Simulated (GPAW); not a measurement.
# AlN (F-43m) in GPAW: settings compared

One crystal, AlN, is run at these levels: PBE, LDA; tasks: second-harmonic response, eps q.

All numbers are computed with GPAW 26.7.0; they aren't measurements. Logs are shortened: lines on timing, memory, paths and dates and some standing lists are left out, and cuts for length are marked. The log counts tension as positive stress, the text compression.

## 1. The crystal as given

The structure is cubic, space group F-43m (No. 216). The conventional cell has a = 4.368 Å, b = 4.368 Å, c = 4.368 Å, α = 90.00°, β = 90.00°, γ = 90.00°. Al (site symmetry -43m) has 4 N at 1.89 Å as nearest neighbours. N (site symmetry -43m) is surrounded by 4 Al at 1.89 Å.

Measurements of this composition are mostly on another form, of space group No. 186.

## 2. Second-harmonic response, PBE

run.py

```python
import numpy as np
from ase.dft.bandgap import bandgap
from ase.io import read, write
from gpaw import GPAW, PW
from gpaw.nlopt.matrixel import make_nlodata
from gpaw.nlopt.shg import get_shg
from gpaw.nlopt.shift import get_shift

atoms = read('AlN.cif')

calc = GPAW(mode=PW(600),
            xc='PBE',
            kpts={'size': (8, 8, 8), 'gamma': True},
            occupations={'name': 'fermi-dirac', 'width': 0.001},
            nbands=11,
            convergence={'density': 1e-06},
            maxiter=150,
            txt='gpaw.txt')
atoms.calc = calc
energy = atoms.get_potential_energy()
calc.write('gs.gpw')
write('result.traj', atoms)
print(f'Energy: {energy:.6f} eV')
print('Fermi level:', round(calc.get_fermi_level(), 4), 'eV')
print(f'Gap: {bandgap(calc)[0]:.4f} eV, direct: {bandgap(calc, direct=True)[0]:.4f} eV')

dense = calc.fixed_density(kpts={'size': (20, 20, 20), 'gamma': True},
                           nbands=20, convergence={'bands': 14},
                           symmetry={'point_group': False}, txt='dense.txt')
dense.write('dense.gpw', mode='all')

nlodata = make_nlodata('dense.gpw', nf=14)
freqs = np.linspace(0, 9, 181)
shg, shift = [freqs], [freqs]
for pol in ['xxy', 'xxz', 'zzz']:
    chi = get_shg(nlodata, freqs=freqs, eta=0.05, pol=pol, gauge='vg', out_name=f'shg_{pol}.npy')[1] * 1e12  # pm/V
    sigma = get_shift(nlodata, freqs=freqs, eta=0.05, pol=pol, out_name=f'shift_{pol}.npy')[1] * 1e6  # uA/V^2
    shg += [chi.real, chi.imag]
    shift += [sigma.real]
    print(f'chi(2) {pol} at zero frequency: {chi[0].real:.3f} pm/V')
np.savetxt('shg.dat', np.array(shg).T, fmt='%.3f')
np.savetxt('shift.dat', np.array(shift).T, fmt='%.3f')
```

AlN.cif

```cif
data_AlN
_cell_length_a 3.08863331
_cell_length_b 3.08863331
_cell_length_c 3.08863331
_cell_angle_alpha 60.00000000
_cell_angle_beta 60.00000000
_cell_angle_gamma 60.00000000
_space_group_name_H-M_alt 'P1'
_space_group_name_Hall 'P 1'
_space_group_IT_number 1
loop_
_space_group_symop_operation_xyz
'x,y,z'
loop_
_atom_site_label
_atom_site_type_symbol
_atom_site_symmetry_multiplicity
_atom_site_Wyckoff_symbol
_atom_site_fract_x
_atom_site_fract_y
_atom_site_fract_z
_atom_site_occupancy
Al1 Al 1 a 0.0000000000 0.0000000000 0.0000000000 1
N1 N 1 a 0.2500000000 0.2500000000 0.2500000000 1
```

Potentials or basis: GPAW PAW data sets (gpaw-data 1.2.1), pw.

Started as:

```sh
> OMP_NUM_THREADS=1 python run.py
```

gpaw.txt:

```text
__  _  _
 | _ |_)|_||  |
 |__||  | ||/\| - 26.7.0

Input parameters:
  mode=PW(ecut=600.0),
  convergence={'density': 1e-06},
  kpts=MonkhorstPack(size=(8, 8, 8), gamma=True),
  maxiter=150,
  nbands=11,
  occupations=Occupations(name='fermi-dirac', width=0.001),
  xc=XC(name='PBE')

Diagonalizing LCAO Hamiltonian
Converting LCAO to pw mode

            N
       Al

Atoms  # Å, Bohr magnetons
|   | symbol |        x |        y |        z |    initial magnetic moments |
|---|--------|----------|----------|----------|-----------------------------|
| 0 |     Al | 0.000000 | 0.000000 | 0.000000 | ( 0.0000,  0.0000,  0.0000) |
| 1 |      N | 1.544317 | 0.891612 | 0.630465 | ( 0.0000,  0.0000,  0.0000) |

Unit cell  # Å
| periodic |        x |        y |        z |  lengths |    angles |
|----------|----------|----------|----------|----------|-----------|
|      yes | 3.088633 | 0.000000 | 0.000000 | 3.088633 | 60.000000 |
|      yes | 1.544317 | 2.674835 | 0.000000 | 3.088633 | 60.000000 |
|      yes | 1.544317 | 0.891612 | 2.521859 | 3.088633 | 60.000000 |

Number of symmetries: 24
Symmetry operations  # r_c * U_cc + t_c -> r_c
|    | kind |            matrix            |
|----|------|------------------------------|
|  0 |  E   |  1, 0, 0,  0, 1, 0,  0, 0, 1 |
|  1 |  σ   |  1, 0, 0,  0, 0, 1,  0, 1, 0 |
|  2 |  σ   |  1, 0,-1,  0, 1,-1,  0, 0,-1 |
|  3 |  C3  |  1, 0,-1,  0, 0,-1,  0, 1,-1 |
|  4 |  C3  |  1,-1, 0,  0,-1, 1,  0,-1, 0 |
|  5 |  σ   |  1,-1, 0,  0,-1, 0,  0,-1, 1 |
|  6 |  σ   |  0, 1, 0,  1, 0, 0,  0, 0, 1 |
|  7 |  C3  |  0, 1, 0,  0, 0, 1,  1, 0, 0 |
|  8 |  C2  |  0, 1,-1,  1, 0,-1,  0, 0,-1 |
|  9 |  S4  |  0, 1,-1,  0, 0,-1,  1, 0,-1 |
| 10 |  C3  |  0, 0, 1,  1, 0, 0,  0, 1, 0 |
| 11 |  σ   |  0, 0, 1,  0, 1, 0,  1, 0, 0 |
| 12 |  S4  |  0, 0,-1,  1, 0,-1,  0, 1,-1 |
| 13 |  C3  |  0, 0,-1,  0, 1,-1,  1, 0,-1 |
| 14 |  S4  |  0,-1, 1,  1,-1, 0,  0,-1, 0 |
| 15 |  C2  |  0,-1, 1,  0,-1, 0,  1,-1, 0 |
| 16 |  C3  |  0,-1, 0,  1,-1, 0,  0,-1, 1 |
| 17 |  S4  |  0,-1, 0,  0,-1, 1,  1,-1, 0 |
| 18 |  S4  | -1, 1, 0, -1, 0, 1, -1, 0, 0 |
| 19 |  C3  | -1, 1, 0, -1, 0, 0, -1, 0, 1 |
| 20 |  C3  | -1, 0, 1, -1, 1, 0, -1, 0, 0 |
| 21 |  S4  | -1, 0, 1, -1, 0, 0, -1, 1, 0 |
| 22 |  σ   | -1, 0, 0, -1, 1, 0, -1, 0, 1 |
| 23 |  C2  | -1, 0, 0, -1, 0, 1, -1, 1, 0 |

BZ-sampling:
  Number of BZ points: 512
  Number of IBZ points: 29

  Monkhorst-Pack size: [8, 8, 8]
  Monkhorst-Pack shift: [0.0625, 0.0625, 0.0625]

K-points  # in reciprocal-cell coordinates
|     |                                coordinates |     weight |
|-----|--------------------------------------------|------------|
|   0 | (  0.00000000,   0.00000000,   0.00000000) | 0.00195312 |
|   1 | (  0.12500000,   0.12500000,   0.00000000) | 0.01171875 |
|   2 | (  0.12500000,   0.12500000,   0.12500000) | 0.01562500 |
|   3 | (  0.25000000,   0.12500000,   0.12500000) | 0.02343750 |
|   4 | (  0.25000000,   0.25000000,   0.00000000) | 0.01171875 |
|   5 | (  0.25000000,   0.25000000,   0.12500000) | 0.04687500 |
|   6 | (  0.25000000,   0.25000000,   0.25000000) | 0.01562500 |
|   7 | (  0.37500000,   0.25000000,  -0.37500000) | 0.04687500 |
|   8 | (  0.37500000,   0.25000000,   0.12500000) | 0.04687500 |
|   9 | (  0.37500000,   0.25000000,   0.25000000) | 0.04687500 |
| ... |                                            |            |
|  28 | (  0.50000000,   0.50000000,   0.50000000) | 0.00781250 |

Plane wave coefficients: 725
Cutoff: 600.0 eV

Spin-components: 1 (collinear spins)
Bands:           11
Projectors:      10
Spin-degeneracy: 2
Datatype:        complex128

Density:
  Valence electrons: 8.0
  Components: 1
  Grid points: [18 18 18]
  Charge: 0.0  # |e|

Potential:
  Grid points: [18 18 18]

species:
  Al:
    name:    Aluminium
    Z:       13.0
    valence: 3
    core:    10
    charge:  0.0  # [|e|]
    compensation charges:
      type: gauss
      rc: 0.34  # [Å]
      lmax: 2
    cutoffs:
      filter: 1.91  # [Å]
      core: 2.36  # [Å]
    projectors
    | kind |    occ | energy [eV] | rcut [Å] |
    |------|--------|-------------|----------|
    |   3s |  2.000 |      -7.753 |    1.085 |
    |   3p |  1.000 |      -2.712 |    1.085 |
    |    s |        |      19.459 |    1.085 |
    |    p |        |      24.499 |    1.085 |
    |    d |        |       0.000 |    1.085 |

    Using partial waves for Al as LCAO basis

  N:
    name:    Nitrogen
    Z:       7.0
    valence: 5
    core:    2
    charge:  0.0  # [|e|]
    compensation charges:
      type: gauss
      rc: 0.18  # [Å]
      lmax: 2
    cutoffs:
      filter: 1.11  # [Å]
      core: 0.96  # [Å]
    projectors
    | kind |    occ | energy [eV] | rcut [Å] |
    |------|--------|-------------|----------|
    |   2s |  2.000 |     -18.583 |    0.603 |
    |   2p |  3.000 |      -7.089 |    0.529 |
    |    s |        |       8.629 |    0.603 |
    |    p |        |      20.123 |    0.529 |
    |    d |        |       0.000 |    0.577 |

    Using partial waves for N as LCAO basis

Reference energy: -8085.144769  # eV

eigensolver:
  PPCG
  Converge bands: occupied
  niter=2

density mixing:
  MSR1-Mixer
  Pratt-step length: 0.05
  Maximum mixing coefficient: 0.75
  Old densities: 10
  SVD Regularization: 0.005
  Good broyden scale: 1.0
  Trust region scale: 1.0
  Backstep threshold: 4.0
  History deletion threshold: 6.0
  Fourier metric: weight=20.0, sigma=0.015

occupation numbers:
  Fermi-Dirac:
    width: 0.0010  # eV

poisson solver:
  ecut: 4800.0  # eV

xc functional:
  name: PBE with 2 nearest neighbor stencil

convergence criteria:
- Maximum integral of absolute [dens]ity change: 1e-06 electrons / valence electron
- Maximum [total energy] change in last 3 cyles: 0.0005 eV / valence electron
- Maximum integral of absolute [eigenst]ate change: 4e-08 eV^2 / valence electron
maximum number of iterations: 150

SCF iterations
|iter     | |      energy | eigst |  dens |
|---------|-|-------------|-------|-------|
|iter:   1| |  -16.608926 | -0.30 |       |
|iter:   2| |  -16.095961 | -2.25 | -0.55 |
|iter:   3| |  -14.621509 | -0.92 | -0.60 |
|iter:   4| |  -14.632583 | -3.05 | -1.25 |
|iter:   5| |  -14.638795 | -3.41 | -1.54 |
|iter:   6| |  -14.638852 | -5.44 | -2.76 |
|iter:   7| |  -14.638865c| -6.38 | -3.13 |
|iter:   8| |  -14.638865c| -8.61c| -4.41 |
|iter:   9| |  -14.638865c| -8.18c| -4.92 |
|iter:  10| |  -14.638865c| -9.68c| -5.95 |
|iter:  11| |  -14.638865c|-10.79c| -6.51c|

Converged in 11 steps
Energy contributions relative to reference atoms: (reference = -8085.144769)

Energy contributions:
  Kinetic:          16.824610
  Coulomb:         -14.213311
  Zero:             -0.018875
  External:          0.000000
  Xc:              -17.231289
  Entropy:          -0.000000
  Spinorbit:         0.000000
  ----------------------------
  Free energy:     -14.638865
  Extrapolated:    -14.638865

dipole moment: (-12.158950, -7.019973, -4.963871)  # |e|*Ang

Fermi level: 6.435
Eigenvalues  # (at kpt = [0.000, 0.000, 0.000])
| band index |      eig [eV] | occ [0-2] |
|------------|---------------|-----------|
|          0 |        -9.020 |     2.000 |
|          1 |         5.984 |     2.000 |
|          2 |         5.984 |     2.000 |
|          3 |         5.984 |     2.000 |
|          4 |        10.169 |     0.000 |
|          5 |        18.548 |     0.000 |
|          6 |        18.548 |     0.000 |
|          7 |        18.548 |     0.000 |
|          8 |        23.679 |     0.000 |
|          9 |        23.685 |     0.000 |
|         10 |        25.111 |     0.000 |

Gap: 3.306 eV
Transition (v -> c):
  (s=0, k=0, n=3, [0.00, 0.00, 0.00]) -> (s=0, k=24, n=4, [0.50, 0.50, 0.00])
Direct/indirect transitions are different
Direct gap: 4.185 eV
Transition at: (s=0, k=0, n=3, [0.00, 0.00, 0.00])
# Writing to gs.gpw (mode='')
```

It took 18 min on 1 thread of Arm Neoverse V1, shared host; peak memory 2 GiB.

The run converged, but some of its settings lie outside the range that counts as converged, so its numbers aren't taken as properties of the crystal.

What came out:

| Quantity | Value |
| --- | --- |
| Free energy | -14.6389 eV |
| Band gap on the k mesh | 3.31 eV, indirect (least direct gap 4.18 eV) |

Caveat: independent particles: no local fields, no excitons, no shift of the gap; the long-wavelength limit can be off by a per cent or two.

## 3. Eps q, LDA (cell strained at random at fixed volume)

run.py

```python
import numpy as np
from ase import Atoms
from ase.dft.bandgap import bandgap
from ase.io import write
from gpaw import GPAW, PW
from gpaw.response.df import DielectricFunction

atoms = Atoms(['Al', 'N'],
              cell=[[-0.00629, 2.147893, 2.202618],
                    [2.170731, 0.019004, 2.177324],
                    [2.219298, 2.171165, -0.029562]],
              scaled_positions=[[0.0, 0.0, 0.0],
                                [0.25, 0.25, 0.25]],
              pbc=True)

calc = GPAW(mode=PW(650),
            xc='LDA',
            kpts={'size': (8, 9, 8), 'gamma': True},
            occupations={'name': 'fermi-dirac', 'width': 0.05},
            nbands=11,
            convergence={'density': 1e-06},
            maxiter=80,
            txt='gpaw.txt')
atoms.calc = calc
energy = atoms.get_potential_energy()
calc.write('gs.gpw')
write('result.traj', atoms)
print(f'Energy: {energy:.6f} eV')
print('Fermi level:', round(calc.get_fermi_level(), 4), 'eV')
print(f'Gap: {bandgap(calc)[0]:.4f} eV, direct: {bandgap(calc, direct=True)[0]:.4f} eV')

dense = calc.fixed_density(kpts={'size': (14, 15, 14), 'gamma': True},
                           nbands=18, convergence={'bands': 12},
                           update_fermi_level=True, txt='dense.txt')
dense.write('dense.gpw', mode='all')

df = DielectricFunction('dense.gpw', frequencies=np.array([0.0]), hilbert=False, eta=0.001,
                        ecut=50, nbands=12, txt='df.txt')
for q_c in [[0.0714285714, 0.0666666667, 0.0714285714], [0.1428571429, 0.1333333333, 0.1428571429], [0.2142857143, 0.2, 0.2142857143], [0.2857142857, 0.2666666667, 0.2857142857], [0.5, 0.4666666667, 0.5], [0.7142857143, 0.6666666667, 0.7142857143], [0.9285714286, 0.8666666667, 0.9285714286], [0.0714285714, 0.0666666667, 0.0], [0.1428571429, 0.1333333333, 0.0], [0.2142857143, 0.2, 0.0], [0.2857142857, 0.2666666667, 0.0], [0.5, 0.4666666667, 0.0], [0.7142857143, 0.6666666667, 0.0], [0.9285714286, 0.8666666667, 0.0]]:
    e0, e = df.get_dielectric_function(xc='ALDA', q_c=q_c, filename=None)
    q = np.linalg.norm(2 * np.pi * np.array(q_c) @ atoms.cell.reciprocal())
    print(q_c, f'|q| = {q:.4f} 1/A: eps {e0[0].real:.4f} without, {e[0].real:.4f} with local fields')
```

Potentials or basis: the program's PAW data sets (release 1.2.1) made for this functional, pw.

Started as:

```sh
> OMP_NUM_THREADS=1 python run.py
```

gpaw.txt:

```text
__  _  _
 | _ |_)|_||  |
 |__||  | ||/\| - 26.7.0

Input parameters:
  mode=PW(ecut=650.0),
  convergence={'density': 1e-06},
  kpts=MonkhorstPack(size=(8, 9, 8), gamma=True),
  maxiter=80,
  nbands=11,
  occupations=Occupations(name='fermi-dirac', width=0.05),
  xc=XC(name='LDA')

Diagonalizing LCAO Hamiltonian
Converting LCAO to pw mode

           N
       Al

Atoms  # Å, Bohr magnetons
|   | symbol |        x |        y |        z |    initial magnetic moments |
|---|--------|----------|----------|----------|-----------------------------|
| 0 |     Al | 0.000000 | 0.000000 | 0.000000 | ( 0.0000,  0.0000,  0.0000) |
| 1 |      N | 1.095935 | 1.084515 | 1.087595 | ( 0.0000,  0.0000,  0.0000) |

Unit cell  # Å
| periodic |         x |        y |         z |  lengths |    angles |
|----------|-----------|----------|-----------|----------|-----------|
|      yes | -0.006290 | 2.147893 |  2.202618 | 3.076526 | 59.852269 |
|      yes |  2.170731 | 0.019004 |  2.177324 | 3.074601 | 61.319250 |
|      yes |  2.219298 | 2.171165 | -0.029562 | 3.104853 | 59.344326 |

Number of symmetries: 1
Symmetry operations  # r_c * U_cc + t_c -> r_c
|   | kind |            matrix            |
|---|------|------------------------------|
| 0 |  E   |  1, 0, 0,  0, 1, 0,  0, 0, 1 |

BZ-sampling:
  Number of BZ points: 576
  Number of IBZ points: 290

  Monkhorst-Pack size: [8, 9, 8]
  Monkhorst-Pack shift: [0.0625, 0.0, 0.0625]

K-points  # in reciprocal-cell coordinates
|     |                                coordinates |     weight |
|-----|--------------------------------------------|------------|
|   0 | (  0.00000000,   0.00000000,   0.00000000) | 0.00173611 |
|   1 | (  0.00000000,   0.00000000,   0.12500000) | 0.00347222 |
|   2 | (  0.00000000,   0.00000000,   0.25000000) | 0.00347222 |
|   3 | (  0.00000000,   0.00000000,   0.37500000) | 0.00347222 |
|   4 | (  0.00000000,   0.00000000,   0.50000000) | 0.00173611 |
|   5 | (  0.00000000,   0.11111111,  -0.37500000) | 0.00347222 |
|   6 | (  0.00000000,   0.11111111,  -0.25000000) | 0.00347222 |
|   7 | (  0.00000000,   0.11111111,  -0.12500000) | 0.00347222 |
|   8 | (  0.00000000,   0.11111111,   0.00000000) | 0.00347222 |
|   9 | (  0.00000000,   0.11111111,   0.12500000) | 0.00347222 |
| ... |                                            |            |
| 289 | (  0.50000000,   0.44444444,   0.50000000) | 0.00347222 |

Plane wave coefficients: 801
Cutoff: 650.0 eV

Spin-components: 1 (collinear spins)
Bands:           11
Projectors:      10
Spin-degeneracy: 2
Datatype:        complex128

Density:
  Valence electrons: 8.0
  Components: 1
  Grid points: [20 20 20]
  Charge: 0.0  # |e|

Potential:
  Grid points: [20 20 20]

species:
  Al:
    name:    Aluminium
    Z:       13.0
    valence: 3
    core:    10
    charge:  0.0  # [|e|]
    compensation charges:
      type: gauss
      rc: 0.34  # [Å]
      lmax: 2
    cutoffs:
      filter: 1.91  # [Å]
      core: 2.36  # [Å]
    projectors
    | kind |    occ | energy [eV] | rcut [Å] |
    |------|--------|-------------|----------|
    |   3s |  2.000 |      -7.830 |    1.085 |
    |   3p |  1.000 |      -2.783 |    1.085 |
    |    s |        |      19.382 |    1.085 |
    |    p |        |      24.428 |    1.085 |
    |    d |        |       0.000 |    1.085 |

    Using partial waves for Al as LCAO basis

  N:
    name:    Nitrogen
    Z:       7.0
    valence: 5
    core:    2
    charge:  0.0  # [|e|]
    compensation charges:
      type: gauss
      rc: 0.18  # [Å]
      lmax: 2
    cutoffs:
      filter: 1.11  # [Å]
      core: 0.96  # [Å]
    projectors
    | kind |    occ | energy [eV] | rcut [Å] |
    |------|--------|-------------|----------|
    |   2s |  2.000 |     -18.420 |    0.603 |
    |   2p |  3.000 |      -7.237 |    0.529 |
    |    s |        |       8.791 |    0.603 |
    |    p |        |      19.974 |    0.529 |
    |    d |        |       0.000 |    0.577 |

    Using partial waves for N as LCAO basis

Reference energy: -8049.295751  # eV

eigensolver:
  PPCG
  Converge bands: occupied
  niter=2

density mixing:
  MSR1-Mixer
  Pratt-step length: 0.05
  Maximum mixing coefficient: 0.75
  Old densities: 10
  SVD Regularization: 0.005
  Good broyden scale: 1.0
  Trust region scale: 1.0
  Backstep threshold: 4.0
  History deletion threshold: 6.0
  Fourier metric: weight=20.0, sigma=0.015

occupation numbers:
  Fermi-Dirac:
    width: 0.0500  # eV

poisson solver:
  ecut: 5200.0  # eV

xc functional:
  name: None

convergence criteria:
- Maximum integral of absolute [dens]ity change: 1e-06 electrons / valence electron
- Maximum [total energy] change in last 3 cyles: 0.0005 eV / valence electron
- Maximum integral of absolute [eigenst]ate change: 4e-08 eV^2 / valence electron
maximum number of iterations: 80

SCF iterations
|iter     | |      energy | eigst |  dens |
|---------|-|-------------|-------|-------|
|iter:   1| |  -18.393834 | -0.28 |       |
|iter:   2| |  -17.861055 | -2.24 | -0.55 |
|iter:   3| |  -16.297555 | -0.95 | -0.60 |
|iter:   4| |  -16.286261 | -3.12 | -1.25 |
|iter:   5| |  -16.284424 | -3.59 | -1.56 |
|iter:   6| |  -16.284453c| -5.99 | -2.74 |
|iter:   7| |  -16.284459c| -6.62 | -3.14 |
|iter:   8| |  -16.284459c| -7.66c| -4.41 |
|iter:   9| |  -16.284459c| -8.72c| -5.12 |
|iter:  10| |  -16.284459c| -9.63c| -5.94 |
|iter:  11| |  -16.284459c|-10.53c| -6.68c|

Converged in 11 steps
Energy contributions relative to reference atoms: (reference = -8049.295751)

Energy contributions:
  Kinetic:          17.385901
  Coulomb:         -14.933405
  Zero:              0.011175
  External:          0.000000
  Xc:              -18.748131
  Entropy:          -0.000000
  Spinorbit:         0.000000
  ----------------------------
  Free energy:     -16.284459
  Extrapolated:    -16.284459

dipole moment: (-8.683522, -8.549265, -8.660755)  # |e|*Ang

Fermi level: 6.700
Eigenvalues  # (at kpt = [0.000, 0.000, 0.000])
| band index |      eig [eV] | occ [0-2] |
|------------|---------------|-----------|
|          0 |        -9.146 |     2.000 |
|          1 |         5.591 |     2.000 |
|          2 |         5.713 |     2.000 |
|          3 |         5.793 |     2.000 |
|          4 |         9.930 |     0.000 |
|          5 |        17.653 |     0.000 |
|          6 |        18.074 |     0.000 |
|          7 |        18.472 |     0.000 |
|          8 |        22.880 |     0.000 |
|          9 |        23.596 |     0.000 |
|         10 |        24.233 |     0.000 |

Gap: 3.056 eV
Transition (v -> c):
  (s=0, k=0, n=3, [0.00, 0.00, 0.00]) -> (s=0, k=257, n=4, [0.50, 0.00, 0.50])
Direct/indirect transitions are different
Direct gap: 4.137 eV
Transition at: (s=0, k=0, n=3, [0.00, 0.00, 0.00])
# Writing to gs.gpw (mode='')
```

It took 8.6 min on 1 thread of Arm Neoverse V1, shared host; peak memory 1.1 GiB.

The run converged, but some of its settings lie outside the range that counts as converged, so its numbers aren't taken as properties of the crystal.

What came out:

| Quantity | Value |
| --- | --- |
| Free energy | -16.2845 eV |
| Band gap on the k mesh | 3.06 eV, indirect (least direct gap 4.14 eV) |

Caveat: an odd mesh through Γ misses points on the zone boundary, where band edges often lie.

(Continued in part 2 of 2.)
